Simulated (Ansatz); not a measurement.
# GaP (F-43m) in Ansatz: notebook

One crystal, GaP, is run at these levels: PBE, revPBE+D3(BJ); tasks: single point, relaxation of cell and atoms.

Everything below comes from runs of Ansatz 0.2.0. Logs are shortened: lines on timing, memory, paths and dates and some standing lists are left out, and cuts for length are marked.

**What was measured.**

From “Stacking defects in GaP nanowires: Electronic structure and optical properties”, 2018, arxiv:1810.01194, for a bulk crystal of GaP at 10 K: band gap 2.34 eV (indirect).

The runs below are set against these values where they give the same quantity.

### Step 1. The structure

The structure is cubic, space group F-43m (No. 216). Conventional cell: a = 5.451 Å, b = 5.451 Å, c = 5.451 Å, α = 90.00°, β = 90.00°, γ = 90.00°. Around Ga (site symmetry -43m) lie 4 P at 2.36 Å. P (site symmetry -43m) has 4 Ga at 2.36 Å as nearest neighbours.

### Step 2. Single point, PBE

The input, input.yaml:

```yaml
crystal:
  lattice:
    - [0.0, 2.72525, 2.72525]
    - [2.72525, 0.0, 2.72525]
    - [2.72525, 2.72525, 0.0]
  atoms:
    - { symbol: Ga, position: [0.0, 0.0, 0.0] }
    - { symbol: P, position: [0.75, 0.75, 0.75] }
kpoints:
  mp_grid: { grid: [8, 8, 8] }
scf:
  occupations: { method: gaussian, width: 0.025 }
hamiltonian:
  xc: pbe
  pseudopotentials: { kind: all_electron, lapw: { basis_error: 0.001 } }
output:
  forces: true
  stress: true
  eigenvalues: true
```

Potentials or basis: all-electron LAPW, scalar-relativistic.

Launch:

```console
$ ansatz run input.yaml --threads 1 --pin off --max-ram 3072MiB --backend cpu --events-out ev --progress --plain --runs-dir out
```

Standard output:

```text
Warning: RAYON_NUM_THREADS=1 ignored (pool sized by the plan → 1); use --threads N
LAPW: plane waves up to 8.540 Å⁻¹, error target 1.0e-3 eV per atom; small_component_spin mean_spin; P in spheres of 1.060 Å, 13 of its electrons in bands, Dirac shells []; Ga in spheres of 1.300 Å, 21 of its electrons in bands, Dirac shells [] (how accurate: hamiltonian.pseudopotentials.lapw.basis_error, Limitations)
Engine: ansatz 0.2.0, aarch64-unknown-linux-gnu
Pseudopotentials: kind: all_electron
Pseudopotential: Ga, LAPW, valence charge 21, lapw/all_electron/scalar/gaussian/Ga, Koelling and Harmon's equation, gaussian nucleus
Pseudopotential: P, LAPW, valence charge 13, lapw/all_electron/scalar/gaussian/P, Koelling and Harmon's equation, gaussian nucleus
Functional definition: PBE
  parameter kappa = 0.804
  parameter beta = 0.06672455060314922
  exchange = pbe_x(kappa = kappa, mu = beta*pi^2/3)
  correlation = pbe_c(beta = beta)
Crystal: 2 atoms, lattice volume = 40.481 Å³
Basis set: ecut = 277.8989088106949 eV, 411 PW (Γ), exchange–correlation at level 2
Bands: 21, of which v1, the nominal top of the filled ones, is band 17 counted from 1 (16 counted from 0)
Symmetry: 24 space group operations
Space group: F-43m (ITA 216), of the structure as read, at distance tolerance 3.4e-5 Å
k-points: 29 of 512 (time reversal used)
Non-local potential: Ga, projectors of the file, none
Non-local potential: P, projectors of the file, none
Initial density: superposition of atomic densities (chi_scale 0.1, normalization cell, long waves kept (reshape's long-wave potential 0.00 eV rms))
Initial wavefunctions: plane waves of lowest kinetic energy (no species holds an atomic orbital)
Functional: x = pbe(κ = 0.804, μ = 0.2195149727645171), c = pbe(β = 0.06672455060314922)
iter 1 solved again at ethr=2.47e-3 eV; its pass at ethr=1.00e-1 eV (dr2=8.41e-1 eV) is discarded
SCF iter   1: F=—  HF=-62209.939709 eV  |F-HF|=—  |Δ(HF+E_count)|=         —  Δρ=3.88e-2  dr2=8.42e-1  ethr=2.47e-3  ⟨swp⟩=2.0  Hψ=4154  notcnv=0
preconditioner: auto → none  [insulator: Δε(μ)=2.034 eV  Ē_g=15.010 eV  σ=0.025 eV  W_gap=1.00  n_scr=14 (ndim 8)  ℏωp=24.8 eV  f_vac=0.017  D(μ)=0.00/eV (n_scr^D=0)  ε∞_Penn≈3.7]
iter 2 solved again at ethr=2.36e-4 eV; its pass at ethr=2.47e-3 eV (dr2=8.03e-2 eV) is discarded
SCF iter   2: F=—  HF=-62209.698363 eV  |F-HF|=—  |Δ(HF+E_count)|=   2.41e-1  Δρ=1.53e-2  dr2=8.02e-2  ethr=2.36e-4  ⟨swp⟩=2.0  Hψ=3153  notcnv=0
SCF iter   3: F=—  HF=-62209.676769 eV  |F-HF|=—  |Δ(HF+E_count)|=   2.16e-2  Δρ=7.02e-3  dr2=1.57e-2  ethr=2.36e-4  ⟨swp⟩=2.0  Hψ=1781  notcnv=0
SCF iter   4: F=—  HF=-62209.673586 eV  |F-HF|=—  |Δ(HF+E_count)|=         —  Δρ=1.97e-3  dr2=1.47e-3  ethr=4.62e-5  ⟨swp⟩=2.0  Hψ=1781  notcnv=0
the basis was enlarged: its passes take 254.7 KiB over the memory plan, 1 of 1 planned eigensolver slots
SCF iter   5: F=—  HF=-62209.672920 eV  |F-HF|=—  |Δ(HF+E_count)|=   6.66e-4  Δρ=3.01e-4  dr2=2.43e-5  ethr=4.32e-6  ⟨swp⟩=2.0  Hψ=1669  notcnv=0
SCF iter   6: F=—  HF=-62209.672962 eV  |F-HF|=—  |Δ(HF+E_count)|=   4.16e-5  Δρ=4.72e-5  dr2=6.09e-7  ethr=7.15e-8  ⟨swp⟩=3.0  Hψ=1783  notcnv=0
SCF iter   7: F=-62209.672963 eV  HF=-62209.672963 eV  |F-HF|=1.07e-8  |Δ(HF+E_count)|=   1.48e-6  Δρ=4.42e-6  dr2=1.01e-8  ethr=1.79e-9  ⟨swp⟩=3.0  Hψ=1782  notcnv=0
SCF 1 converged in 7 iterations: F = -62209.672963 eV  dr2 = 1.01e-8
SCF converged after 7 iterations
Free energy (F): -62209.672963 eV
Harris-Foulkes:  -62209.672963 eV  (|F-HF|=1.07e-8)
Internal energy: -62209.672963 eV  (E = F + TS)
E sigma→0 (E₀):  -62209.672963 eV
Fermi energy:    9.351315 eV
--- Per-component energies (eV) ---
  E_band       = -1791.533809
  E_kinetic    = 63284.590863
  E_xc         = -2691.899900
  E_electrostatic = -122802.363926  (all electrons and nuclei)
  E_smearing   = -0.000000  (= −TS)
  E_closure    = 0.000000  (closes the sum)
  E_atoms      = -62200.568823  (free atoms, spherical and without spin; not in F)
  Σ components = -62209.672963   (vs F -62209.672963, Δ=0.00e0)
  Basis errors (estimates in eV, not in F): energy 4.4e-4 per atom: plane waves 4.1e-4 (2.4e-4 summed), levels above the bands 0.0e0, relativity 2.1e-8, radial functions 3.3e-5, core shells 1.7e-11; eigenvalues (radial functions only) 9.0e-7; not estimated: angular momenta, meshes, grids; target (lapw.basis_error) 1.0e-3; muffin-tin radii P 1.060 Å, Ga 1.300 Å
--- Forces (eV/Å), atoms counted from 1 ---
  atom   1  Ga     0.00000000    -0.00000000    -0.00000000
  atom   2  P     -0.00000000     0.00000000     0.00000000
  max |Σ_I F_I| component: 2.66e-17 eV/Å
--- Stress (GPa, compression-positive) ---
        2.484478      -0.000000       0.000000
       -0.000000       2.484478       0.000000
        0.000000       0.000000       2.484478
  P = ⅓ Tr σ = 2.4845 GPa (24.845 kbar)
--- Band table (eV; the first three rows and the last of 29) ---
  k-point 0: bands = ["-159.2155", "-134.8002", "-109.6904", "-109.6904", "-109.6904", "-85.5317", "-85.5317", "-85.5317", "-5.9960", "-5.9960", "-5.9960", "-5.8970", "-5.8970", "-3.9627", "8.5292", "8.5292", "8.5292", "10.3597", "12.4178", "12.4178", "12.4178"]
  k-point 1: bands = ["-159.2155", "-134.8002", "-109.6904", "-109.6904", "-109.6904", "-85.5317", "-85.5317", "-85.5317", "-6.0100", "-5.9912", "-5.9912", "-5.8970", "-5.8970", "-3.7600", "6.9025", "8.2997", "8.2997", "10.9837", "12.7669", "12.7669", "12.9987"]
  k-point 2: bands = ["-159.2155", "-134.8002", "-109.6904", "-109.6904", "-109.6904", "-85.5317", "-85.5317", "-85.5317", "-6.0406", "-5.9812", "-5.9812", "-5.8957", "-5.8957", "-3.1861", "4.6560", "7.8672", "7.8672", "10.6896", "13.2722", "13.2722", "14.8784"]
  k-point 28: bands = ["-159.2155", "-134.8002", "-109.6904", "-109.6904", "-109.6904", "-85.5317", "-85.5317", "-85.5317", "-6.0958", "-5.9572", "-5.9362", "-5.9120", "-5.8882", "-0.9042", "1.9843", "4.9561", "5.1110", "13.2318", "13.3958", "14.6352", "14.6765"]
```

Run time: 9.7 s. Hardware: 1 thread of Arm Neoverse V2, shared host; peak memory 0.26 GiB.

Results:

* Free energy: -62209.6730 eV
* Pressure: 2.5 GPa
* Band gap on the k mesh: 1.64 eV, indirect (least direct gap 1.83 eV)

### Step 3. Relaxation of cell and atoms, revPBE+D3(BJ)

input.yaml: that of step 2 with these lines changed.

```diff
@@ -11,5 +11,6 @@
 scf:
-  occupations: { method: gaussian, width: 0.025 }
+  occupations: { method: fermi_dirac, width: 0.05 }
 hamiltonian:
-  xc: pbe
+  xc: revpbe
+  dispersion: d3bj
   pseudopotentials: { kind: all_electron, lapw: { basis_error: 0.001 } }
@@ -18,2 +19,5 @@
   stress: true
-  eigenvalues: true
+relax:
+  f_tol: 0.02
+  max_steps: 60
+  cell: {}
```

Potentials or basis: all-electron LAPW, scalar-relativistic.

Launch:

```console
$ ansatz run input.yaml --threads 1 --pin off --max-ram 3072MiB --backend cpu --events-out ev --progress --plain --runs-dir out
```

Run time: 21 s. Hardware: 1 thread of Arm Neoverse V2, shared host; peak memory 0.28 GiB.

The run converged. Its results:

```yaml
Free_energy: -62217.2098 eV
Relaxed_volume: 19.89 Å³/atom
Relaxed_cell: a = 3.832 Å, b = 3.832 Å, c = 3.832 Å, α = 60.00°, β = 60.00°, γ = 60.00°
Space_group_after_relaxing_to_0.05_Å: F-43m (No. 216)
Energy_gained_by_relaxing: 1.6 meV/atom
Ionic_steps: 4
Pressure_after_relaxing: 0.0 GPa
Band_gap_on_the_k_mesh: 1.68 eV
```

The path:
| step | energy change (eV) | largest force (eV/Å) | volume (Å³) |
| --- | --- | --- | --- |
| 1 | 0.0000 | 0.0000 | 40.48 |
| 2 | -0.0029 | 0.0000 | 39.99 |
| 3 | -0.0032 | 0.0000 | 39.78 |
| 4 | -0.0032 | 0.0000 | 39.78 |

Final structure:
```
Ga P
1.0
     0.00000    2.70942    2.70942
     2.70942    0.00000    2.70942
     2.70942    2.70942    0.00000
Ga P
1 1
Direct
  0.00000 0.00000 0.00000
  0.75000 0.75000 0.75000
```

A k mesh can miss the band edges. Expect the measured gap to be larger: semilocal functionals such as revPBE lack the derivative discontinuity.

### Step 4. Comparison with measurements

Step 2. Against the measured gap of GaP, 2.34 eV (indirect; 10 K; quoted in “Stacking defects in GaP nanowires: Electronic structure and optical properties”, 2018, arxiv:1810.01194), the calculated 1.64 eV is off by -0.70 eV. Spin-orbit coupling on Ga is left out. The value is that of PBE on a finite k mesh, which can miss the band edges, without temperature or zero-point motion. Semilocal functionals fall short of measured gaps as a rule.
